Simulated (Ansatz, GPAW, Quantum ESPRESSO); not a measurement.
One calculation of CoO, 3 ways

```
Co O
1.0
     0.00000    2.13150    2.13150
     2.13150    0.00000    2.13150
     2.13150    2.13150    0.00000
Co O
1 1
Direct
  0.00000 0.00000 0.00000
  0.50000 0.50000 0.50000
```

Alike in all runs: task band structure; functional PBEsol; k mesh 11 × 11 × 11; occupations fermi-dirac, width 0.05 eV; collinear spin, ferromagnetic start; no spin-orbit coupling. The measured crystal is an antiferromagnetic insulator; the state found here is the runs' own. Pressure is positive in compression and, in plane waves, holds the error of the finite cutoff.

```
                               program and potentials  plane-wave cutoff (eV)                                      notes  pressure (GPa)  net moment per atom (μB)
Quantum ESPRESSO, PseudoDojo 0.4.1 SR PBEsol standard                    1306  11.5 valence electrons an atom on average          -11.08                      1.49
    GPAW, PAW data sets generated for this functional                     800   7.5 valence electrons an atom on average          -10.00                      1.48
       Ansatz, all-electron LAPW, scalar-relativistic                       -                                          -          -10.84                      1.48
```

The pressure spans -11.08 (Quantum ESPRESSO, PseudoDojo 0.4.1 SR PBEsol standard) to -10.00 GPa (GPAW, PAW data sets generated for this functional), with all-electron results at -10.84. The net moment per atom spans 1.48 (Ansatz, all-electron LAPW, scalar-relativistic) to 1.49 μB (Quantum ESPRESSO, PseudoDojo 0.4.1 SR PBEsol standard), with all-electron results at 1.48. The cell lies far from this level's equilibrium. The state is the one that the start led to, which needn't be the lowest.

The functional is the same throughout but for its coding, so the spread measures potentials, basis and numerics; runs on potential files found faulty are left out.
